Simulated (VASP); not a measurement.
# MgO (Fm-3m) in VASP: a series of runs

Aim: see how the results for MgO move with the level of theory and the settings. Levels: r2SCAN+D3(BJ), HSE06, HSE03, PBE0, r2SCAN-EpsX. Tasks: elastic constants, band structure.

Program: VASP 6.6.1. These are calculated values, not measurements. Logs are shortened: lines on timing, memory, paths and dates and some standing lists are left out, and cuts for length are marked.

**Experimental background.**

“Electronic structure of alkaline earth and post-transition metal oxides”, 2009, arxiv:0908.1581 quotes, for a bulk crystal of MgO: band gap 7.83 eV.

How close the calculation comes is told below.

## (1) Starting point

The structure is cubic, space group Fm-3m (No. 225). Conventional cell: a = 4.194 Å, b = 4.194 Å, c = 4.194 Å, α = 90.00°, β = 90.00°, γ = 90.00°. Around Mg (site symmetry m-3m) lie 6 O at 2.10 Å. O (site symmetry m-3m) is surrounded by 6 Mg at 2.10 Å.

The cell is a database's computed one.

## (2) Elastic constants, r2SCAN+D3(BJ)

The input, POSCAR:

```
MgO
1.0
    0.0000000000      2.0970013927      2.0970013927
    2.0970013927      0.0000000000      2.0970013927
    2.0970013927      2.0970013927      0.0000000000
Mg O
1 1
Cartesian
    0.0000000000      0.0000000000      0.0000000000
    2.0970013927      2.0970013927      2.0970013927
```

The input, INCAR.step1:

```
  PREC = Accurate
  ENCUT = 600
  EDIFF = 1E-8
  ISMEAR = 0
  SIGMA = 0.05
  LREAL = False
  LASPH = True
  NELM = 100
  ALGO = Normal
  ISIF = 3
  LWAVE = False
  LCHARG = False
  METAGGA = R2SCAN
  LMIXTAU = True
  IVDW = 12
  VDW_S6 = 1.0
  VDW_S8 = 0.78981345
  VDW_A1 = 0.49484001
  VDW_A2 = 5.73083694
  IBRION = 2
  NSW = 40
  EDIFFG = -0.002
```

The input, INCAR.step2:

```
  PREC = Accurate
  ENCUT = 600
  EDIFF = 1E-8
  ISMEAR = 0
  SIGMA = 0.05
  LREAL = False
  LASPH = True
  NELM = 100
  ALGO = Normal
  ISIF = 3
  LWAVE = False
  LCHARG = False
  METAGGA = R2SCAN
  LMIXTAU = True
  IVDW = 12
  VDW_S6 = 1.0
  VDW_S8 = 0.78981345
  VDW_A1 = 0.49484001
  VDW_A2 = 5.73083694
  IBRION = 6
  NFREE = 2
  POTIM = 0.015
  NSW = 1
```

The input, KPOINTS:

```
regular mesh
0
Gamma
  8 8 8
```

Potentials or basis: VASP PAW PBE potentials, release 64 (Mg, O).

Run with:

```bash
$ cat potpaw_PBE.64/Mg/POTCAR potpaw_PBE.64/O/POTCAR > POTCAR
$ cp INCAR.step1 INCAR
$ mpirun -np 1 vasp_std > vasp.out
$ cp CONTCAR POSCAR
$ cp INCAR.step2 INCAR
$ mpirun -np 1 vasp_std > vasp.out
```

OUTCAR:

```text
PREC = Accurate
   ENCUT = 600
   EDIFF = 1E-8
   ISMEAR = 0
   LREAL = False
   LASPH = True
   NELM = 100
   ISIF = 3
   METAGGA = R2SCAN
   IVDW = 12
   IBRION = 6
   NFREE = 2
   POTIM = 0.015
   NSW = 1
 IVDW          = 12

 ion  position               nearest neighbor table
   1  0.000  0.000  0.000-   2 2.09   2 2.09   2 2.09   2 2.09   2 2.09   2 2.09
   2  0.500  0.500  0.500-   1 2.09   1 2.09   1 2.09   1 2.09   1 2.09   1 2.09

  LATTYP: Found a face centered cubic cell.
 ALAT       =     4.1726032441

  Lattice vectors:

 A1 = (   0.0000000000,   2.0863016221,   2.0863016221)
 A2 = (   2.0863016221,   0.0000000000,   2.0863016221)
 A3 = (   2.0863016221,   2.0863016221,   0.0000000000)

Analysis of symmetry for initial positions (statically):
=====================================================================
 Subroutine PRICEL returns:
 Original cell was already a primitive cell.

 Routine SETGRP: Setting up the symmetry group for a
 face centered cubic supercell.

 Subroutine GETGRP returns: Found 48 space group operations
 (whereof 48 operations were pure point group operations)
 out of a pool of 48 trial point group operations.

The static configuration has the point symmetry O_h .

Analysis of symmetry for dynamics (positions and initial velocities):
=====================================================================
 Subroutine PRICEL returns:
 Original cell was already a primitive cell.

 Routine SETGRP: Setting up the symmetry group for a
 face centered cubic supercell.

 Subroutine GETGRP returns: Found 48 space group operations
 (whereof 48 operations were pure point group operations)
 out of a pool of 48 trial point group operations.

The dynamic configuration has the point symmetry O_h .

 Subroutine INISYM returns: Found 48 space group operations
 (whereof 48 operations are pure point group operations),
 and found     1 'primitive' translations

----------------------------------------------------------------------------------------

                                     Primitive cell

  volume of cell :      18.1619

  direct lattice vectors                    reciprocal lattice vectors
     0.000000000  2.086301622  2.086301622    -0.239658540  0.239658540  0.239658540
     2.086301622  0.000000000  2.086301622     0.239658540 -0.239658540  0.239658540
     2.086301622  2.086301622  0.000000000     0.239658540  0.239658540 -0.239658540

  length of vectors
     2.950476049  2.950476049  2.950476049     0.415100767  0.415100767  0.415100767

  position of ions in fractional coordinates (direct lattice)
     0.000000000  0.000000000  0.000000000
     0.500000000  0.500000000  0.500000000

  ion indices of the primitive-cell ions
   primitive index   ion index
                 1           1
                 2           2

----------------------------------------------------------------------------------------

 KPOINTS: regular mesh

Automatic generation of k-mesh.
 Grid dimensions read from file:
 generate k-points for:    8    8    8

 Generating k-lattice:

  Cartesian coordinates                     Fractional coordinates (reciprocal lattice)
    -0.029957317  0.029957317  0.029957317     0.125000000  0.000000000  0.000000000
     0.029957317 -0.029957317  0.029957317     0.000000000  0.125000000  0.000000000
     0.029957317  0.029957317 -0.029957317     0.000000000  0.000000000  0.125000000

[... 80 lines left out ...]
   LORBIT       =      0    0 simple, 1 ext, 2 COOP (PROOUT), +10 PAW based schemes
   METAGGA = R2SCAN    functional components
   LHFCALC =     F    Hartree Fock is set to
   AEXX    =    0.0000 exact exchange contribution
   IVDW    =    12    specifies the selected vdW correction
   LEPSILON=     F    determine dielectric tensor
   LRPA    =     F    only Hartree local field effects (RPA)
 finite differences with symmetry
 non-spin polarized calculation
 Gauss-broadening in eV      SIGMA  =   0.05
  energy-cutoff  :      600.00
  volume of cell :       18.16
 maximum number of plane-waves:       620
   NGX = 11   NGY = 11   NGZ = 11

--------------------------------------- Ionic step        1  -------------------------------------------

 number of electron       8.0000002 magnetization

 Free energy of the ion-electron system (eV)
  ---------------------------------------------------
  ext. energy  EPLUGINS =         0.00000000
  ---------------------------------------------------
  free energy    TOTEN  =       -16.16241372 eV

  energy without entropy =      -16.16241372  energy(sigma->0) =      -16.16241372

------------------------ aborting loop because EDIFF is reached ----------------------------------------

 Edisp (eV)   -0.28618

 E8    (eV) :    -0.0869
[... 105 lines left out ...]
  FREE ENERGIE OF THE ION-ELECTRON SYSTEM (eV)
  ---------------------------------------------------
  free  energy   TOTEN  =       -16.4439608340 eV

  energy  without entropy=      -16.4439608340  energy(sigma->0) =      -16.44396083

[... ionic steps 4 to 14 ...]

--------------------------------------- Ionic step       15  -------------------------------------------

 number of electron       8.0000002 magnetization

------------------------ aborting loop because EDIFF is reached ----------------------------------------
[... 75 lines left out ...]
--------------------------------------- Ionic step       17  -------------------------------------------

 number of electron       8.0000001 magnetization

 Free energy of the ion-electron system (eV)
  ---------------------------------------------------
  ext. energy  EPLUGINS =         0.00000000
  ---------------------------------------------------
  free energy    TOTEN  =       -16.16171302 eV

  energy without entropy =      -16.16171302  energy(sigma->0) =      -16.16171302

 E-fermi :   3.2359     XC(G=0): -11.7392

 val. band max:        2.9839417457   @ k =   0.0000   0.0000   0.0000
 cond. band min:       8.8816785097   @ k =   0.0000   0.0000   0.0000
 fundamental gap:      5.8977367640
 Fermi energy:         3.2359401699

 k-point     1 :       0.0000    0.0000    0.0000
  band No.  band energies     occupation
      1     -15.3620      2.00000
      2       2.9836      2.00000
      3       2.9839      2.00000
      4       2.9839      2.00000
      5       8.8817      0.00000
      6      19.9882      0.00000
      7      19.9887      0.00000
      8      19.9887      0.00000
[... 243 lines left out ...]
 k-point    24 :      -0.3750    0.2500    0.1250
  band No.  band energies     occupation
      1     -13.8910      2.00000
      2      -1.1244      2.00000
      3       0.9792      2.00000
      4       1.9399      2.00000
      5      13.8229      0.00000
      6      16.5943      0.00000
      7      17.9550      0.00000
      8      21.4507      0.00000

 [... further k-points ...]

------------------------ aborting loop because EDIFF is reached ----------------------------------------

 Edisp (eV)   -0.28618

 E8    (eV) :    -0.0869
[... 25 lines left out ...]
  FREE ENERGIE OF THE ION-ELECTRON SYSTEM (eV)
  ---------------------------------------------------
  free  energy   TOTEN  =       -16.4478910489 eV

  energy  without entropy=      -16.4478910489  energy(sigma->0) =      -16.44789105

 INTERNAL STRAIN TENSORS FROM STRAINED CELLS
 ============================================

 INTERNAL STRAIN TENSOR FOR ION    1 for displacements in x,y,z  (eV/Angst):
          X           Y           Z          XY          YZ          ZX
  --------------------------------------------------------------------------------
  x    -0.00000     0.00000    -0.00000    -0.00000     0.00000    -0.00000
  y    -0.00000    -0.00000     0.00000    -0.00000     0.00000    -0.00000
  z    -0.00000    -0.00000     0.00000    -0.00000    -0.00000    -0.00000

 INTERNAL STRAIN TENSORS FROM DISPLACED ATOMS
 ============================================

 INTERNAL STRAIN TENSOR FOR ION    1 for displacements in x,y,z  (eV/Angst):
          X           Y           Z          XY          YZ          ZX
  --------------------------------------------------------------------------------
  x     0.00000     0.00000     0.00000     0.00000     0.00000     0.00000
  y     0.00000     0.00000     0.00000     0.00000     0.00000     0.00000
  z     0.00000     0.00000     0.00000     0.00000     0.00000     0.00000

 INTERNAL STRAIN TENSOR FOR ION    2 for displacements in x,y,z  (eV/Angst):
          X           Y           Z          XY          YZ          ZX
  --------------------------------------------------------------------------------
  x     0.00000     0.00000     0.00000     0.00000     0.00000     0.00000
  y     0.00000     0.00000     0.00000     0.00000     0.00000     0.00000
  z     0.00000     0.00000     0.00000     0.00000     0.00000     0.00000

 Eigenvectors and eigenvalues of the dynamical matrix
 ----------------------------------------------------

   1 f  =   12.674978 THz    79.639237 2PiTHz  422.791766 cm-1    52.419475 meV
             X         Y         Z           dx          dy          dz
      0.000000  0.000000  0.000000     0.000000    0.625582    0.000000
      2.086302  2.086302  2.086302     0.000000   -0.780158    0.000000
[... 21 lines left out ...]
   6 f/i=    0.072881 THz     0.457926 2PiTHz    2.431057 cm-1     0.301412 meV
             X         Y         Z           dx          dy          dz
      0.000000  0.000000  0.000000     0.000000    0.000000    0.780158
      2.086302  2.086302  2.086302     0.000000    0.000000    0.625582

--------------------------------------------------------------------------------------------------------

 ELASTIC MODULI CONTR FROM IONIC RELAXATION (kBar)
 Direction    XX          YY          ZZ          XY          YZ          ZX
 --------------------------------------------------------------------------------
 XX           0.0000      0.0000      0.0000      0.0000      0.0000      0.0000
 YY           0.0000      0.0000      0.0000      0.0000      0.0000      0.0000
 ZZ           0.0000      0.0000      0.0000      0.0000      0.0000      0.0000
 XY           0.0000      0.0000      0.0000      0.0000      0.0000      0.0000
 YZ           0.0000      0.0000      0.0000      0.0000      0.0000      0.0000
 ZX           0.0000      0.0000      0.0000      0.0000      0.0000      0.0000
 --------------------------------------------------------------------------------

 TOTAL ELASTIC MODULI (kBar)
 Direction    XX          YY          ZZ          XY          YZ          ZX
 --------------------------------------------------------------------------------
 XX        3401.5823    945.2064    945.2064      0.0000     -0.0000      0.0000
 YY         945.2064   3401.5823    945.2064      0.0000      0.0000     -0.0000
 ZZ         945.2064    945.2064   3401.5823     -0.0000      0.0000     -0.0000
 XY           0.0000      0.0000     -0.0000   1616.8795      0.0000      0.0000
 YZ          -0.0000      0.0000      0.0000      0.0000   1616.8795      0.0000
 ZX           0.0000     -0.0000     -0.0000      0.0000      0.0000   1616.8795
 --------------------------------------------------------------------------------
```

It took 8.6 min on 1 thread of Intel Xeon Platinum 8559C (Emerald Rapids), shared host; peak memory 0.2 GiB.

Results:

```
Relaxed volume                                          : 9.08 Å³/atom
Relaxed cell                                            : a = 2.950 Å, b = 2.950 Å, c = 2.950 Å, α = 60.00°, β = 60.00°, γ = 60.00°
Space group after relaxing (to 0.05 Å)                  : Fm-3m (No. 225)
Elastic constants C11, C12, C44                         : 340, 95, 162 GPa
Voigt bulk modulus                                      : 176 GPa
Highest phonon frequency at Γ, LO-TO splitting left out : 423 cm⁻¹
Dispersion energy per atom                              : -0.143 eV
```

Step by step:
| step | energy change (eV) | largest force (eV/Å) | pressure (GPa) | volume (Å³) |
| --- | --- | --- | --- | --- |
| 1 | 0.0000 | 0.0000 | -2.61 | 18.44 |
| 2 | -0.0019 | 0.0000 | 1.16 | 18.04 |
| 3 | -0.0023 | 0.0000 | 0.00 | 18.16 |

Final structure:
```yaml
crystal:
  lattice:
    - [0.00000, 2.08630, 2.08630]
    - [2.08630, 0.00000, 2.08630]
    - [2.08630, 2.08630, 0.00000]
  atoms:
    - { symbol: Mg, position: [0.00000, 0.00000, 0.00000] }
    - { symbol: O, position: [0.50000, 0.50000, 0.50000] }
```

Phonon frequencies in cm⁻¹ (negative: imaginary):
| q point | frequencies |
| --- | --- |
| (0.000, 0.000, 0.000) | -2 -2 -2 423 423 423 |

Elastic tensor in Voigt notation (GPa, in the Cartesian axes of the cell as first typed):
```
340  95  95   0   0   0
 95 340  95   0   0   0
 95  95 340   0   0   0
  0   0   0 162   0   0
  0   0   0   0 162   0
  0   0   0   0   0 162
```

Clamped-ion elastic tensor (GPa):
```
340  95  95   0   0   0
 95 340  95   0   0   0
 95  95 340   0   0   0
  0   0   0 162   0   0
  0   0   0   0 162   0
  0   0   0   0   0 162
```

Caveat: the PAW data sets were made with another functional, which shifts forces and pressure a little.

## (3) Band structure, HSE06

Changes to POSCAR since step 2:

```diff
@@ -7,4 +7,4 @@
 1 1
-Cartesian
+Direct
     0.0000000000      0.0000000000      0.0000000000
-    2.0970013927      2.0970013927      2.0970013927
+    0.5000000000      0.5000000000      0.5000000000
```

The input, INCAR.step1:

```
PREC     = Accurate       # precision mode
ENCUT    = 520            # plane-wave cutoff, eV
EDIFF    = 1E-5           # SCF threshold, eV
ISMEAR   = 0              # smearing method
SIGMA    = 0.02           # smearing width, eV
LREAL    = False          # projectors in reciprocal space
LASPH    = True           # aspherical terms in the spheres
NELM     = 100            # most SCF steps
ALGO     = Normal         # electronic algorithm
ISIF     = 2              # what is computed and relaxed
LWAVE    = True           # write WAVECAR
LCHARG   = False          # write CHGCAR
NBANDS   = 11             # bands
GGA      = PE             # functional
KPAR     = 4
```

The input, INCAR.step2:

```
PREC     = Accurate       # precision mode
ENCUT    = 520            # plane-wave cutoff, eV
EDIFF    = 1E-7           # SCF threshold, eV
ISMEAR   = 0              # smearing method
SIGMA    = 0.02           # smearing width, eV
LREAL    = False          # projectors in reciprocal space
LASPH    = True           # aspherical terms in the spheres
NELM     = 100            # most SCF steps
ALGO     = Normal         # electronic algorithm
ISIF     = 2              # what is computed and relaxed
LWAVE    = False          # write WAVECAR
LCHARG   = False          # write CHGCAR
GGA      = PE             # functional
LHFCALC  = True           # exact exchange
HFSCREEN = 0.2            # screening, 1/A
PRECFOCK = Fast         
NBANDS   = 11             # bands
ISTART   = 1            
KPAR     = 4
```

The input, KPOINTS:

```
Automatic mesh
0
Gamma
  8 8 8
```

The input, KPOINTS_OPT:

```
path GXWKGLUWLK,UX
8
line-mode
reciprocal
 0.0000000000  0.0000000000  0.0000000000  G
 0.5000000000  0.0000000000  0.5000000000  X

 0.5000000000  0.0000000000  0.5000000000  X
 0.5000000000  0.2500000000  0.7500000000  W

 0.5000000000  0.2500000000  0.7500000000  W
 0.3750000000  0.3750000000  0.7500000000  K

 0.3750000000  0.3750000000  0.7500000000  K
 0.0000000000  0.0000000000  0.0000000000  G

 0.0000000000  0.0000000000  0.0000000000  G
 0.5000000000  0.5000000000  0.5000000000  L

 0.5000000000  0.5000000000  0.5000000000  L
 0.6250000000  0.2500000000  0.6250000000  U

 0.6250000000  0.2500000000  0.6250000000  U
 0.5000000000  0.2500000000  0.7500000000  W

 0.5000000000  0.2500000000  0.7500000000  W
 0.5000000000  0.5000000000  0.5000000000  L

 0.5000000000  0.5000000000  0.5000000000  L
 0.3750000000  0.3750000000  0.7500000000  K

 0.6250000000  0.2500000000  0.6250000000  U
 0.5000000000  0.0000000000  0.5000000000  X
```

Potentials or basis: VASP PAW PBE potentials, release 64 (Mg, O).

Run with:

```bash
$ cat potpaw_PBE.64/Mg/POTCAR potpaw_PBE.64/O/POTCAR > POTCAR
$ cp INCAR.step1 INCAR
$ mpirun -np 4 vasp_std > vasp.out
$ cp INCAR.step2 INCAR
$ mpirun -np 4 vasp_std > vasp.out
```

Wall time 7.9 min (4 MPI ranks of Intel Xeon Platinum 8488C (Sapphire Rapids), shared host); peak memory 0.27 GiB.

It converged, with:

| Quantity | Value |
| --- | --- |
| Free energy | -14.2314 eV |
| Pressure | 0.6 GPa |
| Band gap on the k mesh | 6.60 eV, direct |
| Band gap along the path | 6.60 eV, direct |

Levels at the corners of the path, in eV from the valence-band top:
```tsv
point	band 1	band 2	band 3	band 4	band 5	band 6	band 7	band 8
Γ	-18.89	0.00	0.00	0.00	6.60	17.86	17.86	17.86
X	-17.23	-4.44	-1.49	-1.49	10.90	12.02	15.53	21.60
X	-17.23	-4.44	-1.49	-1.49	10.90	12.02	15.53	21.60
W	-17.18	-3.21	-3.21	-1.92	13.78	13.78	14.39	17.82
W	-17.18	-3.21	-3.21	-1.92	13.78	13.78	14.39	17.82
K	-17.22	-3.80	-2.93	-1.27	12.02	13.97	14.84	20.59
K	-17.22	-3.80	-2.93	-1.27	12.02	13.97	14.84	20.59
Γ	-18.89	0.00	0.00	0.00	6.60	17.86	17.86	17.86
Γ	-18.89	0.00	0.00	0.00	6.60	17.86	17.86	17.86
L	-17.51	-4.99	-0.73	-0.73	9.78	15.05	18.48	18.48
L	-17.51	-4.99	-0.73	-0.73	9.78	15.05	18.48	18.48
U	-17.22	-3.80	-2.93	-1.27	12.02	13.97	14.84	20.59
U	-17.22	-3.80	-2.93	-1.27	12.02	13.97	14.84	20.59
W	-17.18	-3.21	-3.21	-1.92	13.78	13.78	14.39	17.82
W	-17.18	-3.21	-3.21	-1.92	13.78	13.78	14.39	17.82
L	-17.51	-4.99	-0.73	-0.73	9.78	15.05	18.48	18.48
L	-17.51	-4.99	-0.73	-0.73	9.78	15.05	18.48	18.48
K	-17.22	-3.80	-2.93	-1.27	12.02	13.97	14.84	20.59
U	-17.22	-3.80	-2.93	-1.27	12.02	13.97	14.84	20.59
X	-17.23	-4.44	-1.49	-1.49	10.90	12.02	15.53	21.60
```

Caveat: the PAW data sets were made with another functional, which shifts forces and pressure a little.

[end of part 1 of 3]
